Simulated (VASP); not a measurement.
Set up this calculation in VASP 6.6.1, as the native input.

| Quantity | Value |
| --- | --- |
| Task | relaxation of cell and atoms |
| Functional | LDA |
| Potentials or basis | VASP PAW LDA potentials, release 64 (Ru_pv) |
| Cutoff | 600 eV |
| k mesh | 20 × 20 × 20 |
| Occupations | gaussian, width 0.1 eV |
| Spin | no spin polarisation |
| Further INCAR settings | ALGO = Normal; EDIFF = 1e-07; IBRION = 2; EDIFFG = -0.005; NSW = 90; ISIF = 3 |

The structure of Ru lies in POSCAR:

```
Ru
1.0
   -1.5036946000      1.5036946000      1.5036946000
    1.5036946000     -1.5036946000      1.5036946000
    1.5036946000      1.5036946000     -1.5036946000
Ru
1
Direct
    0.0000000000      0.0000000000      0.0000000000
```

This isn't the form of Ru at room conditions, which is hcp.

These files were run (other wordings do the same):

INCAR

```
SYSTEM = Ru
  PREC = Accurate
  ENCUT = 600
  EDIFF = 1E-7
  ISMEAR = 0
  SIGMA = 0.1
  LREAL = .FALSE.
  LASPH = .TRUE.
  NELM = 80
  ALGO = Normal
  ISIF = 3
  LWAVE = .FALSE.
  LCHARG = .FALSE.
  IBRION = 2
  NSW = 90
  EDIFFG = -0.005
```

KPOINTS

```
Automatic mesh
0
G
  20 20 20
  0 0 0
```

Potentials or basis: VASP PAW LDA potentials, release 64 (Ru_pv).

Run with:

```console
$ cat potpaw_LDA.64/Ru_pv/POTCAR > POTCAR
$ mpirun -np 1 vasp_std > vasp.out
```

Results of the run:

| Quantity | Value |
| --- | --- |
| Relaxed volume | 13.53 Å³/atom |
| Relaxed cell | a = 2.600 Å, b = 2.600 Å, c = 2.600 Å, α = 109.47°, β = 109.47°, γ = 109.47° |
| Space group after relaxing (to 0.05 Å) | Im-3m (No. 229) |
| Energy gained by relaxing | 0.4 meV/atom |
| Ionic steps | 3 |
| Pressure after relaxing | 0.0 GPa |
| Band gap on the k mesh | none (metal or under the smearing width) |

Wall time 37 s on 1 thread of Intel(R) Xeon(R) Platinum 8488C (Sapphire Rapids), on a shared host, peak memory 0.17 GiB.
